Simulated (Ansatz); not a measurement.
# SiC: the cost of one run

Method: DFT PBEsol, scalar-relativistic, in Ansatz 0.2.0.

## 1. The system as given

Symmetry: P6_3mc, No. 186, hexagonal system. The conventional cell has a = 3.076 Å, b = 3.076 Å, c = 5.048 Å, α = 90.00°, β = 90.00°, γ = 120.00°. Si (site symmetry 3m) is surrounded by 4 C at 1.87 to 1.94 Å. C (site symmetry 3m) has 4 Si at 1.87 to 1.94 Å as nearest neighbours.

Coordinates:

```
Si C
1.0
     3.07600    0.00000    0.00000
    -1.53800    2.66389    0.00000
     0.00000    0.00000    5.04800
Si C
2 2
Cartesian
  0.0000 1.7759 0.0000
  1.5380 0.8880 2.5240
  0.0000 1.7759 1.9435
  1.5380 0.8880 4.4675
```

Atoms are numbered in the order of the input: Si1, Si2, C3, C4.

## 2. Volume × 0.96, LAPW

Input file input.yaml:

```yaml
crystal:
  lattice:
    - [3.0344255669, 0.0, 0.0]
    - [-1.5172127834, 2.6278896269, 0.0]
    - [0.0, 0.0, 4.9797754205]
  atoms:
    - { symbol: Si, position: [0.3333333333, 0.6666666667, 0.0] }
    - { symbol: Si, position: [0.6666666667, 0.3333333333, 0.5] }
    - { symbol: C, position: [0.3333333333, 0.6666666667, 0.385] }
    - { symbol: C, position: [0.6666666667, 0.3333333333, 0.885] }
kpoints:
  mp_grid: { grid: [15, 15, 8] }
  band_path:
    path:
      - [0.0, 0.0, 0.0]
      - [0.5, 0.0, 0.0]
      - [0.3333333333, 0.3333333333, 0.0]
      - [0.0, 0.0, 0.0]
      - [0.0, 0.0, 0.5]
      - [0.5, 0.0, 0.5]
      - [0.3333333333, 0.3333333333, 0.5]
      - [0.0, 0.0, 0.5]
      - [0.5, 0.0, 0.5]
    npoints: 5
scf:
  occupations: { method: fermi_dirac, width: 0.08 }
hamiltonian:
  xc: pbesol
  pseudopotentials: { kind: all_electron, lapw: { basis_error: 0.001 } }
output:
  forces: true
  stress: true
  eigenvalues: true
```

On the command line:

```bash
$ ansatz run input.yaml --threads 1 --pin off --max-ram 6144MiB --backend cpu --events-out ev --progress --plain --runs-dir out
```

Q: Estimate wall time and peak memory on 1 thread of Intel Xeon 6975P-C (Granite Rapids), shared host.

About 34 s, with a peak of 0.59 GiB.
